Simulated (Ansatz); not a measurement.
Input for Ansatz (plane-wave DFT, PAW):

```yaml
crystal:
  lattice:
    - [8.0601468051, 0.0, 0.0]
    - [-4.0300734025, 6.9802918914, 0.0]
    - [0.0, 0.0, 24.1395764426]
  atoms:
    - { symbol: S, position: [0.3932645367, 0.1591133631, 0.588473215] }
    - { symbol: H, position: [0.3820635975, 0.3154242074, 0.5708964184] }
    - { symbol: H, position: [0.587475524, 0.2661237092, 0.5911535234] }
basis:
  ecutwfc: 420
kpoints:
  mp_grid: { grid: [3, 3, 1] }
hamiltonian:
  xc: pbe
  dispersion: d3bj
scf:
  occupations: { method: gaussian, width: 0.1 }
output:
  forces: true
  eigenvalues: true
  write_density: true
  volumetric_format: npy
efield:
  axis: 3
  dipole_correction: true
  ramp_width: 0.04
```

Run as
```bash
ansatz run input.yaml --threads 4 --pin off --max-ram 10240MiB --backend cpu --events-out ev --progress --plain --runs-dir out
```

These are results of Ansatz, DFT PBE+D3(BJ), scalar-relativistic, plane waves, PAW, not measurements.

From the run's log, abridged (final results; tables in files aren't shown):

```
SCF 1 converged in 6 iterations: F = -934.112486 eV  dr2 = 2.94e-8
SCF converged after 6 iterations
Free energy (F): -934.112486 eV
Harris-Foulkes:  -934.112486 eV  (|F-HF|=1.76e-8)
Internal energy: -934.112486 eV  (E = F + TS)
E sigma→0 (E₀):  -934.112486 eV
Fermi energy:    -3.675768 eV
Dipole field:    D = -0.004504 V/Å  (p = -0.033805 e·Å, saw-weighted, corrected)
Work function:   Φ+ = 3.9455 eV   Φ− = 3.8368 eV
Levels:          The Fermi level and band energies are counted from a zero that moves with the ramp; work functions are not
--- Per-component energies (eV) ---
  E_band       = -88.418247
  E_kinetic    = 131.482334
  E_local      = -831.423095  (includes V_loc(G=0)·N_el)
  E_nonlocal   = 31.833438
  E_hartree    = 347.185064
  E_xc         = -113.489662
  E_vxc        = -108.370827  (∫ρ·V_xc dr)
  E_paw        = -601.416000  (= ΣΔE_a)
  E_vpaw       = -6.312877  (= ΣTr[D̂ρ^β])
  E_aug_tail   = -0.002345  (compensation charges beyond the density's cutoff)
  E_efield     = 0.000076  (sawtooth field / dipole correction)
  E_vefield    = 0.005011  (∫n·V_field dr)
  E_ewald      = 101.741379
  E_disp       = -0.023674  (pairwise vdW)
  E_smearing   =  0.000000  (= −TS)
--- Forces (eV/Å), atoms counted from 1 ---
  atom   1  S     -0.11426096     0.56426859    -0.16402070
  atom   2  H      0.25772153    -0.43917347     0.16150100
  atom   3  H     -0.14345958    -0.12522213     0.00254007
--- Band table (eV; the first three rows and the last of 5) ---
  k-point 0: bands = ["-18.3402", "-10.7186", "-8.9914", "-6.1574", "-1.1988", "-0.6899", "0.1631", "0.2584"]
  k-point 1: bands = ["-18.3402", "-10.7188", "-8.9934", "-6.1572", "-0.8918", "-0.6426", "0.4533", "0.5132"]
  k-point 2: bands = ["-18.3402", "-10.7192", "-8.9925", "-6.1569", "-0.9283", "-0.6465", "0.4595", "0.5381"]
  k-point 4: bands = ["-18.3402", "-10.7195", "-8.9921", "-6.1573", "-0.8671", "-0.6636", "0.4213", "0.5358"]
```

Self-consistency was reached.

It took 2.1 s on 4 threads of Intel(R) Xeon(R) 6975P-C (Granite Rapids) (shared host), peak memory 1.2 GiB.